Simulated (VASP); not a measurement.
InSb2, 6 atoms in the cell. It takes space group Cmcm (No. 63, orthorhombic). The conventional cell has a = 6.398 Å, b = 12.427 Å, c = 5.176 Å, α = 90.00°, β = 90.00°, γ = 90.00°. Around In (site symmetry m2m) lie 2 In at 3.09 Å and 6 Sb at 3.42 to 3.43 Å. Around Sb (site symmetry m) lie 3 Sb at 2.97 to 3.08 Å. The cell was built by a generator and needn't be a form met in nature. The cell isn't the ideal one: random cell with space group Cmc2_1 (No. 36).

| Item | Value |
| --- | --- |
| Program | VASP 6.6.1 |
| Task | single point |
| Functional | PBE |
| Potentials or basis | VASP PAW PBE potentials, release 64 (In_d, Sb) |
| Cutoff | 520 eV |
| k mesh | 6 × 6 × 8 |
| Occupations | gaussian, width 0.1 eV |
| Spin | no spin polarisation |
| Dipole correction | no |
| Further INCAR settings | ALGO = Fast; EDIFF = 1e-06; NBANDS = 32 |

Potentials or basis: VASP PAW PBE potentials, release 64 (In_d, Sb).

Run with:

```console
$ cat potpaw_PBE.64/In_d/POTCAR potpaw_PBE.64/Sb/POTCAR > POTCAR
$ mpirun -np 1 vasp_std > vasp.out
```

Hardware: 1 thread of Intel(R) Xeon(R) Platinum 8488C (Sapphire Rapids), with other jobs on the host.

Problem. Estimate the wall time of this run.

Solution. It took 8.5 min on 1 thread of Intel(R) Xeon(R) Platinum 8488C (Sapphire Rapids), on a shared host, peak memory 0.56 GiB. Counts: scf iterations 15, k points 65.
